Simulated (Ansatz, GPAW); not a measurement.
# Co: programs and potentials compared

```
CELL_PARAMETERS angstrom
2.47200 0.00000 0.00000
-1.23600 2.14081 0.00000
0.00000 0.00000 4.02114
ATOMIC_POSITIONS crystal
Co 0.66667 0.33333 0.75000
Co 0.33333 0.66667 0.25000
```

Alike in all runs: task single point; functional PBE; k mesh 12 × 12 × 7; occupations gaussian, width 0.012 eV; collinear spin, ferromagnetic start; no spin-orbit coupling. Pressure is positive in compression and, in plane waves, holds the error of the finite cutoff, which Ansatz's Pulay term estimates and takes out.

| program and potentials | plane-wave cutoff (eV) | notes | pressure (GPa) | net moment per atom (μB) |
| --- | --- | --- | --- | --- |
| Ansatz, Ansatz PAW | 420 | 17 valence electrons an atom on average; Pulay term of +0.18 GPa included | 4.75 | 1.61 |
| Ansatz, all-electron LAPW, scalar-relativistic | - | - | 4.63 | 1.61 |
| GPAW, GPAW PAW data sets (gpaw-data 1.2.1) | 600 | 9 valence electrons an atom on average | 4.82 | 1.61 |

The pressure spans 4.63 (Ansatz, all-electron LAPW, scalar-relativistic) to 4.82 GPa (GPAW, GPAW PAW data sets (gpaw-data 1.2.1)), with all-electron results at 4.63. All agree on the net moment per atom. The state is the one that the start led to, which needn't be the lowest.

The functional is the same throughout but for its coding, so the spread measures potentials, basis and numerics; runs on potential files found faulty are left out.
